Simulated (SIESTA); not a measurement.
Crystal: WS2.

```xyz
3
Lattice="1.5790 0.9116 6.1633 -1.5790 0.9116 6.1633 0.0000 -1.8233 6.1633" Properties=species:S:1:pos:R:3 pbc="T T T"
W     0.0000    0.0000    0.0000
S     0.0000    0.0000   10.7427
S     0.0000    0.0000   13.8730
```

Measurements of this composition are mostly on another form, of space group No. 194.

Program: SIESTA 5.4.2. Alike in all runs: task band structure; no spin polarisation; cell as given; k mesh 10 × 10 × 10; smearing fermi-dirac 0.05 eV; grid cutoff 800 Ry; energy shift 0.003 Ry.

Order these runs on this cell by their pressure, lowest first.
A. level LDA; potentials or basis PseudoDojo 0.4 standard (LDA files), DZP (energy shift 0.003 Ry; two zetas on semicore shells)
B. level BLYP; potentials or basis PseudoDojo 0.4 standard (PBE files), DZP (energy shift 0.003 Ry; two zetas on semicore shells)
C. level PBEsol; potentials or basis PseudoDojo 0.4 standard (PBEsol files), DZP (energy shift 0.003 Ry; two zetas on semicore shells)

A (-0.9 GPa), C (2.5 GPa), B (15.5 GPa).

Caveats: short orbitals over semicore shells can move pressures by several GPa; the basis of atomic orbitals isn't converged, which shifts pressures, moduli and gaps; the potentials were made for another functional, which shifts forces and pressure (some runs).

Not every run made on this cell is shown here.
